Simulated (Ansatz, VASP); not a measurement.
## MnH4: VASP beside Ansatz

```
CELL_PARAMETERS angstrom
3.39830 0.00000 0.00000
0.00000 3.39830 0.00000
0.00000 0.00000 23.80000
ATOMIC_POSITIONS crystal
Mn 0.00000 0.00000 0.29412
H 0.84111 0.50000 0.29412
H 0.15889 0.50000 0.29412
H 0.50000 0.15889 0.29412
H 0.50000 0.84111 0.29412
```

Alike in both runs: functional PBE; k mesh 4 × 4 × 1; occupations gaussian, width 0.1 eV; collinear spin.

Ansatz relaxed the structure, and its values are those at the end. VASP's run is a single point on that final structure, the one shown.

```csv
,VASP,Ansatz
version,VASP 6.6.1,Ansatz 0.2.0
potentials or method,"VASP PAW PBE potentials, release 64 (Mn_pv, H)","scalar-relativistic, plane waves, PAW"
plane-wave cutoff (eV),520,420
valence electrons in the cell,17,19
```

VASP gave:

| Quantity | Value |
| --- | --- |
| gap on the k mesh at the Fermi level (eV) | none |
| rms of the force components (eV/Å) | 0.006 |
| net moment per atom (μB) | 0.60 |
| size of the moment on the site where the two differ most (μB) | 2.82 |

Task: Which values does Ansatz return?

Result: gap on the k mesh at the Fermi level (eV): none; rms of the force components (eV/Å): 0.004; net moment per atom (μB): 0.60; size of the moment on the site where the two differ most (μB): 2.24.

Site moments also hang on the region over which each program counts them. A gap of «none» marks a metal or a gap that the smearing closes. The two sets of potentials don't hold the same shells in valence. Ansatz warned: «slab_cell_height_set».

Caveats: the k mesh is coarse (spacing up to 0.46 Å⁻¹), so the values aren't converged.
